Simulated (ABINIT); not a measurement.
# BeS (F-43m) in ABINIT: convergence with k mesh

Aim: find how far k mesh must go before the results for BeS settle, at PBE. This setting moves, with any that are tied to it; all else stays.

All numbers are computed with ABINIT 10.8.3 (patched build); they aren't measurements. Logs are shortened: lines on timing, memory, paths and dates and some standing lists are left out, and cuts for length are marked. The log counts tension as positive stress, the text compression.

### 1 The structure

Symmetry: F-43m, No. 216, cubic system. Conventional cell: a = 4.850 Å, b = 4.850 Å, c = 4.850 Å, α = 90.00°, β = 90.00°, γ = 90.00°. S (site symmetry -43m) has 4 Be at 2.10 Å as nearest neighbours. Be (site symmetry -43m) has 4 S at 2.10 Å as nearest neighbours.

### 2 With k mesh 2 × 2 × 2

run.abi reads:

```
pp_dirpath "./"
pseudos "S.GGA_PBE-JTH.xml, Be.GGA_PBE-JTH.xml"

acell 3*1.0
rprim
     0.0000000000     4.5825858522     4.5825858522
     4.5825858522     0.0000000000     4.5825858522
     4.5825858522     4.5825858522     0.0000000000
ntypat 2
znucl 16 4
natom 2
typat 1 2
xred
     0.7500000000     0.7500000000     0.7500000000
     0.0000000000     0.0000000000     0.0000000000

ecut 20.0
pawecutdg 40.0
pawxcdev 0

kptopt 1
ngkpt 2 2 2
nshiftk 1
shiftk 0.0 0.0 0.0

ixc 11

nband 9
occopt 6
tsmear 0.05 eV

nstep 100
tolvrs 1.0e-9

iomode 3
prtwf 0
prtden 0
prteig 0
prtebands 0
enunit 2
prtvol 2
```

Potentials or basis: JTH PAW PBE v2.0.

Run with:

```sh
> abinit run.abi > log 2>&1
```

run.abo:

```text
.Version 10.8.3 of ABINIT
 Symmetries : space group F-4 3 m (#216); Bravais cF (face-center cubic)
================================================================================
 Values of the parameters that define the memory need of the present run
     intxc =       0    ionmov =       0      iscf =      17    lmnmax =       8
     lnmax =       4     mgfft =      30  mpssoang =       2    mqgrid =    3001
     natom =       2  nloc_mem =       2    nspden =       1   nspinor =       1
    nsppol =       1      nsym =      24    n1xccc =       1    ntypat =       2
    occopt =       6   xclevel =       2
       mpw =         435          nfft =       27000          nkpt =           3
 PAW method is used; the additional fine FFT grid is defined by:
   mgfftf=        40    nfftf =     64000
================================================================================
================================================================================

--------------------------------------------------------------------------------
------------- Echo of variables that govern the present computation ------------
--------------------------------------------------------------------------------
 -outvars: echo values of preprocessed input variables --------
            acell      1.0000000000E+00  1.0000000000E+00  1.0000000000E+00 Bohr
              amu      3.20660000E+01  9.01218200E+00
             ecut      2.00000000E+01 Hartree
           enunit           2
              ixc          11
         kptrlatt        2    0    0      0    2    0      0    0    2
          kptrlen      1.29615101E+01
            natom           2
            nband           9
            ngfft          30      30      30
          ngfftdg          40      40      40
             nkpt           3
            nstep         100
             nsym          24
           ntypat           2
           occopt           6
        pawecutdg      4.00000000E+01 Hartree
         pawxcdev           0
           prtden           0
        prtebands           0
           prteig           0
           prtvol           2
            prtwf           0
            rprim      0.0000000000E+00  4.5825858522E+00  4.5825858522E+00
                       4.5825858522E+00  0.0000000000E+00  4.5825858522E+00
                       4.5825858522E+00  4.5825858522E+00  0.0000000000E+00
          spgroup         216
           tolvrs      1.00000000E-09
           tsmear      1.83746611E-03 Hartree
            typat      1  2
           useylm           1
           xangst      3.6374999975E+00  3.6374999975E+00  3.6374999975E+00
                       0.0000000000E+00  0.0000000000E+00  0.0000000000E+00
            xcart      6.8738787783E+00  6.8738787783E+00  6.8738787783E+00
                       0.0000000000E+00  0.0000000000E+00  0.0000000000E+00
             xred      7.5000000000E-01  7.5000000000E-01  7.5000000000E-01
                       0.0000000000E+00  0.0000000000E+00  0.0000000000E+00
            znucl       16.00000    4.00000

[... 162 lines left out ...]
  -3.46945   -0.31852    0.18553    0.18553    0.18553    0.38583    0.38583    0.38583
   0.39957
      occupation numbers for kpt#   1
   2.00000    2.00000    2.00000    2.00000    2.00000    0.00000    0.00000    0.00000
   0.00000
 kpt#   2, nband=  9, wtk=  0.50000, kpt=  0.5000  0.0000  0.0000 (reduced coord)
  -3.46945   -0.25766   -0.03169    0.14627    0.14627    0.38116    0.41894    0.41894
   0.59418
      occupation numbers for kpt#   2
   2.00000    2.00000    2.00000    2.00000    2.00000    0.00000    0.00000    0.00000
   0.00000
 kpt#   3, nband=  9, wtk=  0.37500, kpt=  0.5000  0.5000  0.0000 (reduced coord)
  -3.46945   -0.23708   -0.00296    0.08575    0.08575    0.29341    0.35881    0.64897
   0.64897
      occupation numbers for kpt#   3
   2.00000    2.00000    2.00000    2.00000    2.00000    0.00000    0.00000    0.00000
   0.00000
 Fermi (or HOMO) energy (eV) =   7.39668   Average Vxc (eV)=  -9.77328
 Eigenvalues (   eV  ) for nkpt=   3  k points:
 kpt#   1, nband=  9, wtk=  0.12500, kpt=  0.0000  0.0000  0.0000 (reduced coord)
 -94.40845   -8.66751    5.04851    5.04851    5.04851   10.49892   10.49892   10.49892
  10.87282
 kpt#   2, nband=  9, wtk=  0.50000, kpt=  0.5000  0.0000  0.0000 (reduced coord)
 -94.40849   -7.01133   -0.86229    3.98025    3.98025   10.37186   11.39987   11.39987
  16.16850
 kpt#   3, nband=  9, wtk=  0.37500, kpt=  0.5000  0.5000  0.0000 (reduced coord)
 -94.40852   -6.45115   -0.08047    2.33349    2.33349    7.98420    9.76372   17.65924
  17.65924
 Total charge density [el/Bohr^3]
)     Maximum=    1.3711E+00  at reduced coord.    0.0000    0.0000    0.0000
)Next maximum=    1.2952E+00  at reduced coord.    0.0000    0.0250    0.9750
)     Minimum=   -2.3648E-01  at reduced coord.    0.7500    0.7500    0.7500
)Next minimum=   -2.1160E-01  at reduced coord.    0.7500    0.7500    0.7250
   Integrated=    1.0000E+01

--- !EnergyTerms
iteration_state     : {dtset: 1, }
comment             : Components of total free energy in Hartree
kinetic             :  6.65682333860102E+00
hartree             :  2.85648485715996E+00
xc                  : -4.58354569855651E+00
Ewald energy        : -1.51064138974247E+01
psp_core            :  3.76347969267060E-01
local_psp           : -1.06039993807614E+01
PAW spherical_terms : -4.71135216066864E+00
internal            : -2.51156549723832E+01
'-kT*entropy'       : -2.24502036551137E-18
total_energy        : -2.51156549723832E+01
total_energy_eV     : -6.83431788274313E+02
...

--- !EnergyTermsDC
iteration_state     : {dtset: 1, }
comment             : '"Double-counting" decomposition of free energy'
band_energy         : -6.92758145107322E+00
Ewald energy        : -1.51064138974247E+01
psp_core            :  3.76347969267060E-01
xc_dc               : -2.49078394751861E+00
PAW spherical_terms : -9.67226363770129E-01
internal            : -2.51156576905195E+01
'-kT*entropy'       : -2.24502036551137E-18
total_energy_dc     : -2.51156576905195E+01
total_energy_dc_eV  : -6.83431862238571E+02
...

--- !EnergyTermsWithPAWCore
iteration_state     : {dtset: 1, }
comment             : 'Components of total free energy, including PAW core contributions'
Total energy        : -4.13988309625843E+02
Total energy DC     : -4.13988312343979E+02
Total energy (eV)   : -1.12651957945496E+04
Total energy DC (eV): -1.12651958685138E+04
...

 Cartesian components of stress tensor (hartree/bohr^3)
  sigma(1 1)= -4.26026967E-04  sigma(3 2)=  0.00000000E+00
  sigma(2 2)= -4.26026967E-04  sigma(3 1)=  0.00000000E+00
  sigma(3 3)= -4.26026967E-04  sigma(2 1)=  0.00000000E+00

-Cartesian components of stress tensor (GPa)         [Pressure=  1.2534E+01 GPa]
- sigma(1 1)= -1.25341461E+01  sigma(3 2)=  0.00000000E+00
- sigma(2 2)= -1.25341461E+01  sigma(3 1)=  0.00000000E+00
- sigma(3 3)= -1.25341461E+01  sigma(2 1)=  0.00000000E+00

== END DATASET(S) ==============================================================
================================================================================

 -outvars: echo values of variables after computation  --------
            acell      1.0000000000E+00  1.0000000000E+00  1.0000000000E+00 Bohr
           etotal     -2.5115657691E+01
            fcart      2.8515697227E-30  1.0196345440E-29  2.8515697227E-30
                      -2.8515697227E-30 -1.0196345440E-29 -2.8515697227E-30
            rprim      0.0000000000E+00  4.5825858522E+00  4.5825858522E+00
                       4.5825858522E+00  0.0000000000E+00  4.5825858522E+00
                       4.5825858522E+00  4.5825858522E+00  0.0000000000E+00
           strten     -4.2602696677E-04 -4.2602696677E-04 -4.2602696677E-04
                       0.0000000000E+00  0.0000000000E+00  0.0000000000E+00
           xangst      3.6374999975E+00  3.6374999975E+00  3.6374999975E+00
                       0.0000000000E+00  0.0000000000E+00  0.0000000000E+00
             xred      7.5000000000E-01  7.5000000000E-01  7.5000000000E-01
                       0.0000000000E+00  0.0000000000E+00  0.0000000000E+00
 Calculation completed.
```

Wall time 2.9 s (1 thread of Arm Neoverse V2, shared host); peak memory 0.08 GiB.

What came out:

- Free energy: -683.4319 eV
- Pressure: 12.5 GPa
- Band gap on the k mesh: 2.94 eV, indirect (least direct gap 5.45 eV)
- Valence electrons inside the program's atomic spheres: S 3.77; Be 2.57

### 3 With k mesh 3 × 3 × 3

run.abi: that of step 2 with these lines changed.

```diff
@@ -21,3 +21,3 @@
 kptopt 1
-ngkpt 2 2 2
+ngkpt 3 3 3
 nshiftk 1
```

Potentials or basis: JTH PAW PBE v2.0.

Run with:

```sh
> abinit run.abi > log 2>&1
```

Wall time 3.5 s (1 thread of Arm Neoverse V2, shared host); peak memory 0.08 GiB.

It converged, with:

```yaml
Free_energy: -684.7076 eV
Pressure: 3.6 GPa
Band_gap_on_the_k_mesh: 3.79 eV, indirect (least direct gap 5.60 eV)
Valence_electrons_inside_the_program's_atomic_spheres: S 3.72; Be 2.57
```

### 4 With k mesh 4 × 4 × 4

run.abi: that of step 3 with these lines changed.

```diff
@@ -21,3 +21,3 @@
 kptopt 1
-ngkpt 3 3 3
+ngkpt 4 4 4
 nshiftk 1
```

Run with:

```sh
> abinit run.abi > log 2>&1
```

It took 4.3 s on 1 thread of Arm Neoverse V2, shared host; peak memory 0.08 GiB.

The run converged. Its results:

```
Free energy                                           : -684.9028 eV
Pressure                                              : 1.9 GPa
Band gap on the k mesh                                : 3.10 eV, indirect (least direct gap 5.64 eV)
Valence electrons inside the program's atomic spheres : S 3.70; Be 2.57
```

### 5 With k mesh 5 × 5 × 5

run.abi: that of step 4 with these lines changed.

```diff
@@ -21,3 +21,3 @@
 kptopt 1
-ngkpt 4 4 4
+ngkpt 5 5 5
 nshiftk 1
```

Run with:

```sh
> abinit run.abi > log 2>&1
```

Run time: 4.9 s. Hardware: 1 thread of Arm Neoverse V2, shared host; peak memory 0.08 GiB.

Results (log left out):

```
Free energy                                           : -684.9419 eV
Pressure                                              : 1.5 GPa
Band gap on the k mesh                                : 3.40 eV, indirect (least direct gap 5.65 eV)
Valence electrons inside the program's atomic spheres : S 3.70; Be 2.57
```

### 6 With k mesh 7 × 7 × 7

run.abi: that of step 5 with these lines changed.

```diff
@@ -21,3 +21,3 @@
 kptopt 1
-ngkpt 5 5 5
+ngkpt 7 7 7
 nshiftk 1
@@ -40,2 +40 @@
 enunit 2
-prtvol 2
```

Potentials or basis: JTH PAW PBE v2.0.

Run with:

```sh
> abinit run.abi > log 2>&1
```

Run time: 6.8 s. Hardware: 1 thread of Arm Neoverse V2, shared host; peak memory 0.09 GiB.

Results (log left out):

```
Free energy                                           : -684.9528 eV
Pressure                                              : 1.4 GPa
Band gap on the k mesh                                : 3.26 eV, indirect (least direct gap 5.65 eV)
Valence electrons inside the program's atomic spheres : S 3.70; Be 2.57
```

### 7 With k mesh 8 × 8 × 8

run.abi: that of step 6 with these lines changed.

```diff
@@ -21,3 +21,3 @@
 kptopt 1
-ngkpt 7 7 7
+ngkpt 8 8 8
 nshiftk 1
```

Run with:

```sh
> abinit run.abi > log 2>&1
```

Run time: 8.4 s. Hardware: 1 thread of Arm Neoverse V2, shared host; peak memory 0.08 GiB.

The run converged. Its results:

```
Free energy                                           : -684.9533 eV
Pressure                                              : 1.4 GPa
Band gap on the k mesh                                : 3.11 eV, indirect (least direct gap 5.65 eV)
Valence electrons inside the program's atomic spheres : S 3.70; Be 2.57
```

### 8 With k mesh 9 × 9 × 9

run.abi: that of step 7 with these lines changed.

```diff
@@ -21,3 +21,3 @@
 kptopt 1
-ngkpt 8 8 8
+ngkpt 9 9 9
 nshiftk 1
```

Run with:

```sh
> abinit run.abi > log 2>&1
```

Wall time 9.7 s (1 thread of Arm Neoverse V2, shared host); peak memory 0.09 GiB.

The run converged. Its results:

```yaml
Free_energy: -684.9535 eV
Pressure: 1.4 GPa
Band_gap_on_the_k_mesh: 3.20 eV, indirect (least direct gap 5.65 eV)
Valence_electrons_inside_the_program's_atomic_spheres: S 3.70; Be 2.57
```

### 9 With k mesh 11 × 11 × 11

run.abi: that of step 8 with these lines changed.

```diff
@@ -21,3 +21,3 @@
 kptopt 1
-ngkpt 9 9 9
+ngkpt 11 11 11
 nshiftk 1
```

Potentials or basis: JTH PAW PBE v2.0.

Run with:

```sh
> abinit run.abi > log 2>&1
```

Run time: 15 s. Hardware: 1 thread of Arm Neoverse V2, shared host; peak memory 0.1 GiB.

It converged, with:

```
Free energy                                           : -684.9535 eV
Pressure                                              : 1.4 GPa
Band gap on the k mesh                                : 3.17 eV, indirect (least direct gap 5.65 eV)
Valence electrons inside the program's atomic spheres : S 3.70; Be 2.57
```

### 10 With k mesh 14 × 14 × 14

run.abi: that of step 9 with these lines changed.

```diff
@@ -21,3 +21,3 @@
 kptopt 1
-ngkpt 11 11 11
+ngkpt 14 14 14
 nshiftk 1
```

Run with:

```sh
> abinit run.abi > log 2>&1
```

Wall time 24 s (1 thread of Arm Neoverse V2, shared host); peak memory 0.1 GiB.

It converged, with:

```yaml
Free_energy: -684.9535 eV
Pressure: 1.4 GPa
Band_gap_on_the_k_mesh: 3.11 eV, indirect (least direct gap 5.65 eV)
Valence_electrons_inside_the_program's_atomic_spheres: S 3.70; Be 2.57
```

### 11 Summary

| k mesh | energy less the tightest run (meV/atom) | pressure (GPa) | gap on the mesh (eV) | SCF cycles | CPU time (s) | peak memory (GiB) |
| --- | --- | --- | --- | --- | --- | --- |
| 2 × 2 × 2 | 760.83 | 12.53 | 2.936 | 10 | 2.9 | 0.08 |
| 3 × 3 × 3 | 122.95 | 3.59 | 3.792 | 11 | 3.5 | 0.08 |
| 4 × 4 × 4 | 25.36 | 1.93 | 3.097 | 12 | 4.3 | 0.08 |
| 5 × 5 × 5 | 5.82 | 1.53 | 3.398 | 11 | 4.9 | 0.08 |
| 7 × 7 × 7 | 0.38 | 1.39 | 3.263 | 11 | 6.8 | 0.09 |
| 8 × 8 × 8 | 0.11 | 1.38 | 3.110 | 11 | 8.4 | 0.08 |
| 9 × 9 × 9 | 0.03 | 1.38 | 3.204 | 11 | 9.7 | 0.09 |
| 11 × 11 × 11 | 0.00 | 1.38 | 3.173 | 12 | 15 | 0.1 |
| 14 × 14 × 14 | 0.00 | 1.38 | 3.110 | 11 | 24 | 0.1 |

Against the tightest run, the energy stays within 1 meV/atom from 7 × 7 × 7 on; the pressure stays within 0.1 GPa from 7 × 7 × 7 on. Not settled before the last step: the gap on the mesh (to 0.01 eV). Meshes of other sizes hit other points, so gaps and Fermi surfaces needn't settle smoothly. The tightest run that finished is the yardstick and may itself not be fully converged.
